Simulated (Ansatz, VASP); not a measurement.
# EuO: VASP beside Ansatz

INCAR

```
SYSTEM = EuO
PREC = Accurate
ENCUT = 520
EDIFF = 1E-7
ISMEAR = -1
SIGMA = 0.05
LREAL = .FALSE.
LASPH = .TRUE.
NELM = 150
ALGO = Normal
ISIF = 2
LWAVE = .FALSE.
LCHARG = .FALSE.
ISPIN = 2
MAGMOM = 7 0
LORBIT = 11
LMAXMIX = 6
GGA = PE
NBANDS = 22
```

KPOINTS

```
Automatic mesh
0
G
  9 9 9
  0 0 0
```

The input POSCAR:

```
EuO
1.0
    0.0000000000      2.5889832779      2.5889832779
    2.5889832779      0.0000000000      2.5889832779
    2.5889832779      2.5889832779      0.0000000000
Eu O
1 1
Direct
    0.0000000000      0.0000000000      0.0000000000
    0.5000000000      0.5000000000      0.5000000000
```

Contents of input.yaml:

```yaml
crystal:
  lattice:
    - [0.0, 2.5889832779, 2.5889832779]
    - [2.5889832779, 0.0, 2.5889832779]
    - [2.5889832779, 2.5889832779, 0.0]
  atoms:
    - { symbol: Eu, position: [0.0, 0.0, 0.0], spin: 7.0 }
    - { symbol: O, position: [0.5, 0.5, 0.5] }
hamiltonian:
  xc: pbe
  pseudopotentials: { kind: paw }
magnetization:
  spin_polarized: true
kpoints:
  mp_grid: { grid: [9, 9, 9] }
scf:
  occupations: { method: fermi_dirac, width: 0.05 }
output:
  forces: true
  stress: true
  eigenvalues: true
```

Change from the starting cell: volume scaled by 1.02.

Alike in both runs: task single point; functional PBE; k mesh 9 × 9 × 9; occupations fermi-dirac, width 0.05 eV; collinear spin, ferromagnetic start.

|  | VASP | Ansatz |
| --- | --- | --- |
| version | VASP 6.6.1 | Ansatz 0.2.0 |
| potentials or method | VASP PAW PBE potentials, release 64 (Eu, O) | Ansatz PAW |
| plane-wave cutoff (eV) | 520 | 420 |
| valence electrons in the cell | 23 | 23 |

Ansatz gave:

```
gap on the k mesh at the Fermi level (eV)                     : none
pressure (GPa)                                                : -5.6
net moment per atom (μB)                                      : 3.49
size of the moment on the site where the two differ most (μB) : 6.63
```

Task: Which values does VASP return?

Result: gap on the k mesh at the Fermi level (eV): none; pressure (GPa): -5.9; net moment per atom (μB): 3.49; size of the moment on the site where the two differ most (μB): 6.59.

Site moments also hang on the region over which each program counts them. A gap of «none» marks a metal or a gap that the smearing closes. The functional is the same, so the differences come from potentials, cutoffs and numerics.

Caveats: spin-orbit coupling is left out, which moves the levels of the heavy elements; a cell with one magnetic atom can't hold antiferromagnetic order, which such compounds often take; without U or exact exchange the open f shell lies at the Fermi level, which spoils levels, moments and volumes; the pressure holds a Pulay correction of +0.4 GPa for the finite cutoff (Ansatz). The state reached can hang on the start; a lower one may exist.
